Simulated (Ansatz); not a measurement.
Write the native input for Ansatz 0.2.0 that does the following.

- Task: density of states
- Functional: PBEsol
- Potentials or basis: all-electron LAPW, scalar-relativistic
- Cutoff: 270 eV (chosen from the basis error)
- Basis error allowed: 0.002 eV/atom
- k mesh: 9 × 8 × 6
- Occupations: fermi-dirac, width 0.05 eV
- Spin: collinear spin, ferromagnetic start
- Starting moments: [1.0, 1.0, 0.0, 0.0] μB
- Hubbard terms: Ni d U = 4 eV

The system is SiNi.

```
CELL_PARAMETERS angstrom
2.94277 0.00000 0.00000
0.00000 3.28033 0.00000
0.00000 0.00000 4.67745
ATOMIC_POSITIONS crystal
Ni 0.50000 0.50000 0.34250
Ni 0.00000 0.00000 0.65750
Si 0.50000 0.50000 0.84314
Si 0.00000 0.00000 0.15686
```

The cell is a database's computed one.

The input as run:

input.yaml

```yaml
crystal:
  lattice:
    - [2.94277066, 0.0, 0.0]
    - [0.0, 3.28032554, 0.0]
    - [0.0, 0.0, 4.67744676]
  atoms:
    - { symbol: Ni, position: [0.5, 0.5, 0.34249559], spin: 1.0 }
    - { symbol: Ni, position: [0.0, 0.0, 0.65750441], spin: 1.0 }
    - { symbol: Si, position: [0.5, 0.5, 0.84314316] }
    - { symbol: Si, position: [0.0, 0.0, 0.15685684] }
kpoints:
  mp_grid: { grid: [9, 8, 6] }
scf:
  occupations: { method: fermi_dirac, width: 0.05 }
hamiltonian:
  xc: pbesol
  pseudopotentials: { kind: all_electron, lapw: { basis_error: 0.002 } }
  hubbard:
    sites: [{ species: Ni, l: d, u_eff: 4 }]
    double_counting: fll
    projectors: ortho-atomic
magnetization:
  spin_polarized: true
output:
  forces: true
  stress: true
  eigenvalues: true
  dos: { projected: false, de: 0.2, e_range: [-14, 6] }
  hubbard: {}
```

Potentials or basis: all-electron LAPW, scalar-relativistic.

Command:

```sh
$ ansatz run input.yaml --threads 4 --pin off --max-ram 12288MiB --backend cpu --events-out ev --progress --plain --runs-dir out
```

Results of the run:

| Quantity | Value |
| --- | --- |
| Pressure | -0.7 GPa |
| Largest force | 0.156 eV/Å |
| Band gap on the k mesh | none (metal or under the smearing width) |
| Net moment | 0.00 μB per cell |
| Absolute moment | 0.00 μB per cell |

Caveat: the magnetic state may not be the lowest; U is the effective U less J, on atomic orbitals that reach past the spheres; the U is typed as a test and isn't derived for this compound; the density of states is complete only up to the lowest level of the last band computed; the starting moments weren't kept.

It took 44 s on 4 threads of Intel(R) Xeon(R) Platinum 8259CL CPU @ 2.50GHz (Skylake/Cascade Lake), with other jobs on the host, peak memory 1.1 GiB.
